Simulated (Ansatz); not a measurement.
rocksalt-structured CaSe

**What was measured.** A printed reference work, textbook reports, for a bulk crystal of CaSe: lattice constant a 5.924 Å.

The results are compared with them further down.

Computed with Ansatz (plane waves, PAW, 420 eV cutoff): PBEsol, scalar-relativistic, no spin polarisation, Γ-centred 10×10×10 mesh, 0.05 eV Gaussian smearing. The datasets are Ansatz's generated set soft_2.

```xyz
2
Lattice="0.0000 2.9343 2.9343 2.9343 0.0000 2.9343 2.9343 2.9343 0.0000" Properties=species:S:1:pos:R:3 pbc="T T T"
Ca    2.9343    2.9343    2.9343
Se    0.0000    0.0000    0.0000
```

The compound is reported in the structure type of the start.

The cell above was scaled in volume, its shape and atoms being fixed by the lattice's symmetry. Energies are counted from the cell above.

Cell and atoms are those of this level's equilibrium.

```
V (Å³/atom)  ΔE (meV/atom)  P from the stress (GPa)
     24.253           7.01                     2.31
     24.758           1.68                     1.09
     25.264           0.00                     0.00
     25.769           1.60                    -0.99
     26.274           6.17                    -1.89
```

Do the energies and the pressures agree? Compare −ΔE/ΔV between neighbouring points (1 meV/Å³ = 0.1602 GPa) with the mean of their pressures.

| interval (Å³/atom) | −ΔE/ΔV (GPa) | mean P (GPa) |
| --- | --- | --- |
| 24.25 to 24.76 | 1.7 | 1.7 |
| 24.76 to 25.26 | 0.5 | 0.5 |
| 25.26 to 25.77 | -0.5 | -0.5 |
| 25.77 to 26.27 | -1.4 | -1.4 |
They differ by 0.01 GPa at most.

What do the two routes give for V0, B0 and B0′?

A third-order Birch–Murnaghan fit of the energies: V0 = 25.26 Å³/atom, B0 = 52 GPa, B0′ = 4.1. A polynomial of P in ln V, with B = −dP/d ln V at P = 0: V0 = 25.26 Å³/atom, B0 = 52 GPa, B0′ = 4.1.

B0·V0 = 52.0 GPa × 25.26 Å³ = 8.21 eV/atom sets the scale: near the minimum ΔE ≈ ½ B0 V0 x², with x = V/V0 − 1, and a pressure of 0.5 GPa squeezes the volume by about 1 %. At the ends of the curve: x = −4.0 % predicts 6.5 meV/atom and the run gives 7.0; x = +4.0 % predicts 6.6 meV/atom and the run gives 6.2. Compression costs more and expansion less than the parabola says, since the crystal stiffens as it shrinks; B0′ measures that.

**Against experiment.** Against the measured lattice constant a of CaSe, 5.924 Å (a printed reference work, textbook), the calculated 5.869 Å is off by -0.9 %. The calculation is for a static lattice, without zero-point motion or thermal expansion.

